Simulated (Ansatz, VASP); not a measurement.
# One calculation of P, two programs

```xyz
1
Lattice="-1.5127 1.5127 1.5127 1.5127 -1.5127 1.5127 1.5127 1.5127 -1.5127" Properties=species:S:1:pos:R:3 pbc="T T T"
P     0.0000    0.0000    0.0000
```

Alike in both runs: task single point; functional RPBE; k mesh 16 × 16 × 16; occupations fermi-dirac, width 0.1 eV; no spin polarisation.

|  | VASP | Ansatz |
| --- | --- | --- |
| version | VASP 6.6.1 | Ansatz 0.2.0 |
| potentials or method | VASP PAW PBE potentials, release 64 (P) | plane waves (420 eV) with PAW, scalar-relativistic |
| plane-wave cutoff (eV) | 520 | 420 |
| valence electrons in the cell | 5 | 5 |

```tsv
	VASP	Ansatz	Ansatz less VASP
pressure (GPa)	3.5	4.1	+0.63
```

Caveats: the PAW data sets were made with another functional, which shifts forces and pressure a little (VASP).
